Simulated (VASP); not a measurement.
# InP (F-43m) in VASP: further runs

InP is run at these levels: PBEsol; tasks: single point, relaxation of cell and atoms.

All numbers are computed with VASP 6.6.1; they aren't measurements. Logs are shortened: lines on timing, memory, paths and dates and some standing lists are left out, and cuts for length are marked.

**The experiment to reproduce.**

A printed reference work, data compilation reports, for a bulk crystal of InP at 1.6 K: band gap 1.4236 eV (direct).

The runs below are set against these values where they give the same quantity.

## (1) The cell of the first run

It takes space group F-43m (No. 216, cubic). Conventional cell: a = 5.878 Å, b = 5.878 Å, c = 5.878 Å, α = 90.00°, β = 90.00°, γ = 90.00°. Within 3.4 Å of In (site symmetry -43m) lie 4 P at 2.55 Å. Within 3.4 Å of P (site symmetry -43m) lie 4 In at 2.55 Å.

## (2) Single point, PBEsol

Input file INCAR:

```
SYSTEM = InP
PREC = Accurate
ENCUT = 520
EDIFF = 1E-6
ISMEAR = 0
SIGMA = 0.02
LREAL = .False.
LASPH = .True.
NELM = 100
ALGO = Normal
ISIF = 2
LWAVE = .False.
LCHARG = .False.
GGA = PS
NBANDS = 16
```

Input file KPOINTS:

```
regular mesh
0
Gamma
  10 10 10
  0 0 0
```

Input file POSCAR:

```
InP
1.0
    0.0000000000      2.9390910429      2.9390910429
    2.9390910429      0.0000000000      2.9390910429
    2.9390910429      2.9390910429      0.0000000000
In P
1 1
Direct
    0.0000000000      0.0000000000      0.0000000000
    0.7500000000      0.7500000000      0.7500000000
```

Potentials or basis: VASP PAW PBE potentials, release 64 (In_d, P).

Launch:

```console
> cat potpaw_PBE.64/In_d/POTCAR potpaw_PBE.64/P/POTCAR > POTCAR
> mpirun -np 1 vasp_std > vasp.out
```

OUTCAR:

```text
SYSTEM = InP
   PREC = Accurate
   ENCUT = 520
   EDIFF = 1E-6
   ISMEAR = 0
   LREAL = .False.
   LASPH = .True.
   NELM = 100
   ISIF = 2
   GGA = PS

 ion  position               nearest neighbor table
   1  0.000  0.000  0.000-   2 2.55   2 2.55   2 2.55   2 2.55
   2  0.750  0.750  0.750-   1 2.55   1 2.55   1 2.55   1 2.55

  LATTYP: Found a face centered cubic cell.
 ALAT       =     5.8781820858

  Lattice vectors:

 A1 = (   0.0000000000,   2.9390910429,   2.9390910429)
 A2 = (   2.9390910429,   0.0000000000,   2.9390910429)
 A3 = (   2.9390910429,   2.9390910429,   0.0000000000)

Analysis of symmetry for initial positions (statically):
=====================================================================
 Subroutine PRICEL returns:
 Original cell was already a primitive cell.

 Routine SETGRP: Setting up the symmetry group for a
 face centered cubic supercell.

 Subroutine GETGRP returns: Found 24 space group operations
 (whereof 24 operations were pure point group operations)
 out of a pool of 48 trial point group operations.

The static configuration has the point symmetry T_d .

Analysis of symmetry for dynamics (positions and initial velocities):
=====================================================================
 Subroutine PRICEL returns:
 Original cell was already a primitive cell.

 Routine SETGRP: Setting up the symmetry group for a
 face centered cubic supercell.

 Subroutine GETGRP returns: Found 24 space group operations
 (whereof 24 operations were pure point group operations)
 out of a pool of 48 trial point group operations.

The dynamic configuration has the point symmetry T_d .

 Subroutine INISYM returns: Found 24 space group operations
 (whereof 24 operations are pure point group operations),
 and found     1 'primitive' translations

----------------------------------------------------------------------------------------

                                     Primitive cell

  volume of cell :      50.7772

  direct lattice vectors                    reciprocal lattice vectors
     0.000000000  2.939091043  2.939091043    -0.170120623  0.170120623  0.170120623
     2.939091043  0.000000000  2.939091043     0.170120623 -0.170120623  0.170120623
     2.939091043  2.939091043  0.000000000     0.170120623  0.170120623 -0.170120623

  length of vectors
     4.156502414  4.156502414  4.156502414     0.294657563  0.294657563  0.294657563

  position of ions in fractional coordinates (direct lattice)
     0.000000000  0.000000000  0.000000000
     0.750000000  0.750000000  0.750000000

  ion indices of the primitive-cell ions
   primitive index   ion index
                 1           1
                 2           2

----------------------------------------------------------------------------------------

 KPOINTS: regular mesh

Automatic generation of k-mesh.
 Grid dimensions read from file:
 generate k-points for:   10   10   10

 Generating k-lattice:

  Cartesian coordinates                     Fractional coordinates (reciprocal lattice)
    -0.017012062  0.017012062  0.017012062     0.100000000  0.000000000  0.000000000
     0.017012062 -0.017012062  0.017012062     0.000000000  0.100000000  0.000000000
     0.017012062  0.017012062 -0.017012062     0.000000000  0.000000000  0.100000000

  Length of vectors
     0.029465756  0.029465756  0.029465756

  Shift w.r.t. Gamma in fractional coordinates (k-lattice)
     0.000000000  0.000000000  0.000000000

 Subroutine IBZKPT returns following result:
 ===========================================

 Found     47 irreducible k-points:

 Following reciprocal coordinates:
            Coordinates               Weight
  0.000000  0.000000  0.000000      1.000000
  0.100000  0.000000  0.000000      8.000000
  0.200000  0.000000  0.000000      8.000000
  0.300000  0.000000  0.000000      8.000000
  0.400000  0.000000  0.000000      8.000000
  0.500000  0.000000  0.000000      4.000000
[... 16 lines left out ...]
  0.300000  0.300000  0.000000      6.000000
  0.400000  0.300000  0.000000     24.000000
 [... further k-points ...]
   k-points           NKPTS =     47   k-points in BZ     NKDIM =     47   number of bands    NBANDS=     16
   number of dos      NEDOS =    301   number of ions     NIONS =      2
   total plane-waves  NPLWV =  32768
   dimension x,y,z NGX =    32 NGY =   32 NGZ =   32
   dimension x,y,z NGXF=    64 NGYF=   64 NGZF=   64
   ions per type =               1   1
   NGX,Y,Z   is equivalent  to a cutoff of  12.80, 12.80, 12.80 a.u.
   NGXF,Y,Z  is equivalent  to a cutoff of  25.60, 25.60, 25.60 a.u.
 SYSTEM =  InP
   PREC   = accura    normal or accurate (medium, high low for compatibility)
   ISTART =      0    job   : 0-new  1-cont  2-samecut
   ICHARG =      2    charge: 1-file 2-atom 10-const
   ISPIN  =      1    spin polarized calculation?
   LNONCOLLINEAR =      F non collinear calculations
   LSORBIT =      F    spin-orbit coupling
   LASPH  =      T    aspherical Exc in radial PAW
   ENCUT  =  520.0 eV  38.22 Ry    6.18 a.u.   7.73  7.73  7.73*2*pi/ulx,y,z
   NELM   =    100;   NELMIN=  2; NELMDL= -5     # of ELM steps
   EDIFF  = 0.1E-05   stopping-criterion for ELM
   LREAL  =      F    real-space projection
   EDIFFG = 0.1E-04   stopping-criterion for IOM
   NSW    =      0    number of steps for IOM
   IBRION =     -1    ionic relax: 0-MD 1-quasi-New 2-CG
   NFREE  =      0    steps in history (QN), initial steepest desc. (CG)
   ISIF   =      2    stress and relaxation
   ISYM   =      2    0-nonsym 1-usesym 2-fastsym
   POTIM  = 0.5000    time-step for ionic-motion
   TEBEG  =    0.0;   TEEND  =   0.0 temperature during run
   PSTRESS=    0.0 pullay stress
   NELECT =      18.0000    total number of electrons
   NUPDOWN=      -1.0000    fix difference up-down
   EMIN   =  10.00;   EMAX   =-10.00  energy-range for DOS
   EFERMI =   0.00;   METHOD = LEGACY
   ISMEAR =     0;   SIGMA  =   0.02  broadening in eV -4-tet -1-fermi 0-gaus
   EFERMI_NEDOS =   21; number of points for ismear=-14 and -15
   IALGO  =     38    algorithm
   IMIX   =      4    mixing-type and parameters
     AMIX     =   0.40;   BMIX     =  1.00
     AMIX_MAG =   1.60;   BMIX_MAG =  1.00
  volume/ion in A,a.u.               =      25.39       171.33
  Fermi-wavevector in a.u.,A,eV,Ry     =   1.158624  2.189482 18.264600  1.342410
  Thomas-Fermi vector in A             =   2.295225
   LORBIT       =      0    0 simple, 1 ext, 2 COOP (PROOUT), +10 PAW based schemes
   GGA     = PS    functional components
   LHFCALC =     F    Hartree Fock is set to
   AEXX    =    0.0000 exact exchange contribution
   IVDW    =     0    specifies the selected vdW correction
   LEPSILON=     F    determine dielectric tensor
   LRPA    =     F    only Hartree local field effects (RPA)
 non-spin polarized calculation
 Gauss-broadening in eV      SIGMA  =   0.02
  energy-cutoff  :      520.00
  volume of cell :       50.78
 maximum number of plane-waves:      1387
   NGX = 15   NGY = 15   NGZ = 15

 number of electron      18.0000007 magnetization

 Free energy of the ion-electron system (eV)
  ---------------------------------------------------
  ext. energy  EPLUGINS =         0.00000000
  ---------------------------------------------------
  free energy    TOTEN  =        -9.15672468 eV

  energy without entropy =       -9.15672468  energy(sigma->0) =       -9.15672468

 E-fermi :   5.1003     XC(G=0):  -9.4409

 val. band max:        4.9947751989   @ k =   0.0000   0.0000   0.0000
 cond. band min:       5.5628747532   @ k =   0.0000   0.0000   0.0000
 fundamental gap:      0.5680995543
 Fermi energy:         5.1003217125

 k-point     1 :       0.0000    0.0000    0.0000
  band No.  band energies     occupation
      1      -9.1354      2.00000
      2      -9.1354      2.00000
      3      -9.1354      2.00000
      4      -8.9850      2.00000
      5      -8.9850      2.00000
      6      -6.4929      2.00000
[... 8 lines left out ...]
     15      14.4111      0.00000
     16      14.4111      0.00000

 k-point     2 :       0.1000    0.0000    0.0000
  band No.  band energies     occupation
      1      -9.1477      2.00000
      2      -9.1305      2.00000
      3      -9.1305      2.00000
      4      -8.9851      2.00000
      5      -8.9851      2.00000
      6      -6.3785      2.00000
[... 8 lines left out ...]
     15      13.8965      0.00000
     16      13.8965      0.00000

 k-point     3 :       0.2000    0.0000    0.0000
  band No.  band energies     occupation
      1      -9.1786      2.00000
      2      -9.1188      2.00000
      3      -9.1188      2.00000
      4      -8.9840      2.00000
      5      -8.9840      2.00000
      6      -6.0496      2.00000
[... 8 lines left out ...]
     15      13.4673      0.00000
     16      14.1556      0.00000

 k-point     4 :       0.3000    0.0000    0.0000
  band No.  band energies     occupation
      1      -9.2149      2.00000
      2      -9.1067      2.00000
      3      -9.1067      2.00000
      4      -8.9802      2.00000
      5      -8.9802      2.00000
      6      -5.5569      2.00000
[... 8 lines left out ...]
     15      13.7561      0.00000
     16      13.7561      0.00000

 k-point     5 :       0.4000    0.0000    0.0000
  band No.  band energies     occupation
      1      -9.2428      2.00000
      2      -9.0992      2.00000
      3      -9.0992      2.00000
      4      -8.9745      2.00000
      5      -8.9745      2.00000
      6      -5.0307      2.00000
[... 8 lines left out ...]
     15      14.7249      0.00000
     16      14.7249      0.00000

 k-point     6 :       0.5000    0.0000    0.0000
  band No.  band energies     occupation
      1      -9.2532      2.00000
      2      -9.0970      2.00000
      3      -9.0970      2.00000
      4      -8.9718      2.00000
      5      -8.9718      2.00000
      6      -4.7717      2.00000
[... 8 lines left out ...]
     15      15.5840      0.00000
     16      15.5840      0.00000

 k-point     7 :       0.1000    0.1000    0.0000
  band No.  band energies     occupation
      1      -9.1569      2.00000
      2      -9.1260      2.00000
      3      -9.1260      2.00000
      4      -8.9889      2.00000
      5      -8.9818      2.00000
      6      -6.3406      2.00000
[... 8 lines left out ...]
     15      14.1328      0.00000
     16      14.5030      0.00000

 k-point     8 :       0.2000    0.1000    0.0000
  band No.  band energies     occupation
      1      -9.1825      2.00000
      2      -9.1161      2.00000
      3      -9.1139      2.00000
      4      -8.9921      2.00000
      5      -8.9784      2.00000
      6      -6.0836      2.00000
[... 8 lines left out ...]
     15      14.2793      0.00000
     16      14.9132      0.00000

 k-point     9 :       0.3000    0.1000    0.0000
  band No.  band energies     occupation
      1      -9.2138      2.00000
      2      -9.1059      2.00000
      3      -9.1010      2.00000
      4      -8.9917      2.00000
      5      -8.9744      2.00000
      6      -5.6429      2.00000
[... 8 lines left out ...]
     15      14.3707      0.00000
     16      14.6317      0.00000
[... 172 lines left out ...]
 k-point    19 :       0.5000    0.2000    0.0000
  band No.  band energies     occupation
      1      -9.2659      2.00000
      2      -9.0840      2.00000
      3      -9.0724      2.00000
      4      -8.9955      2.00000
      5      -8.9670      2.00000
      6      -4.6038      2.00000
[... 8 lines left out ...]
     15      15.6682      0.00000
     16      16.2307      0.00000

 k-point    20 :      -0.4000    0.2000    0.0000
  band No.  band energies     occupation
      1      -9.2629      2.00000
      2      -9.0871      2.00000
      3      -9.0751      2.00000
      4      -8.9861      2.00000
      5      -8.9750      2.00000
      6      -4.5290      2.00000
[... 8 lines left out ...]
     15      14.4020      0.00000
     16      15.9969      0.00000

 k-point    21 :      -0.3000    0.2000    0.0000
  band No.  band energies     occupation
      1      -9.2480      2.00000
      2      -9.0911      2.00000
      3      -9.0841      2.00000
      4      -8.9848      2.00000
      5      -8.9793      2.00000
      6      -4.8910      2.00000
[... 8 lines left out ...]
     15      15.1283      0.00000
     16      16.3199      0.00000

 k-point    22 :      -0.2000    0.2000    0.0000
  band No.  band energies     occupation
      1      -9.2250      2.00000
      2      -9.0986      2.00000
      3      -9.0971      2.00000
      4      -8.9898      2.00000
      5      -8.9769      2.00000
      6      -5.3903      2.00000
[... 8 lines left out ...]
     15      15.1463      0.00000
     16      16.1553      0.00000

 k-point    23 :       0.3000    0.3000    0.0000
  band No.  band energies     occupation
      1      -9.2633      2.00000
      2      -9.0689      2.00000
      3      -9.0689      2.00000
      4      -9.0165      2.00000
      5      -8.9624      2.00000
      6      -5.2455      2.00000
[... 8 lines left out ...]
     15      15.1623      0.00000
     16      17.7006      0.00000

 k-point    24 :       0.4000    0.3000    0.0000
  band No.  band energies     occupation
      1      -9.2826      2.00000
      2      -9.0600      2.00000
      3      -9.0566      2.00000
      4      -9.0201      2.00000
      5      -8.9588      2.00000
      6      -4.8268      2.00000
[... 8 lines left out ...]
     15      15.5831      0.00000
     16      17.5814      0.00000

 [... further k-points ...]
[... 5 lines left out ...]
  --------------------------------------------------------------------------------------
  -------------------------------------------------------------------------------------
  Total       -0.0029960     -0.0029960     -0.0029960      0.0000000      0.0000000     -0.0000000
  in kB       -0.0945331     -0.0945331     -0.0945331      0.0000000      0.0000000     -0.0000000
  external PRESSURE =      -0.0945331 kB  Pullay stress =       0.0000000 kB

 VOLUME and BASIS-vectors are now :
 -----------------------------------------------------------------------------
  energy-cutoff  :      520.00
  volume of cell :       50.78
      direct lattice vectors                 reciprocal lattice vectors
     0.000000000  2.939091043  2.939091043    -0.170120623  0.170120623  0.170120623
     2.939091043  0.000000000  2.939091043     0.170120623 -0.170120623  0.170120623
     2.939091043  2.939091043  0.000000000     0.170120623  0.170120623 -0.170120623

 POSITION                                       TOTAL-FORCE (eV/Angst)
 -----------------------------------------------------------------------------------
      0.00000      0.00000      0.00000         0.000000      0.000000      0.000000
      4.40864      4.40864      4.40864        -0.000000     -0.000000     -0.000000
 -----------------------------------------------------------------------------------
    total drift:                                0.000000      0.000000      0.000000

  FREE ENERGIE OF THE ION-ELECTRON SYSTEM (eV)
  ---------------------------------------------------
  free  energy   TOTEN  =        -9.1567246770 eV

  energy  without entropy=       -9.1567246770  energy(sigma->0) =       -9.15672468
```

It took 10 s on 1 thread of Intel Xeon 6975P-C (Granite Rapids), shared host; peak memory 0.19 GiB.

Results:

```yaml
Free_energy: -9.1567 eV
Pressure: 0.0 GPa
Band_gap_on_the_k_mesh: 0.57 eV, direct
```

Levels at points of the mesh, in eV from the valence-band top:
```csv
k point,band 7,band 8,band 9,band 10,band 11,band 12
"(0.00, 0.00, 0.00)",0.00,0.00,0.00,0.57,4.02,4.02
"(0.50, 0.00, 0.00)",-5.75,-0.97,-0.97,1.38,4.74,4.74
"(0.50, 0.50, 0.00)",-5.78,-2.32,-2.32,1.65,2.17,9.04
```

Caveat: the PAW data sets were made with another functional, which shifts forces and pressure a little; spin-orbit coupling is left out, which moves the levels of the heavy elements.

(Part 1 of 2 ends here.)
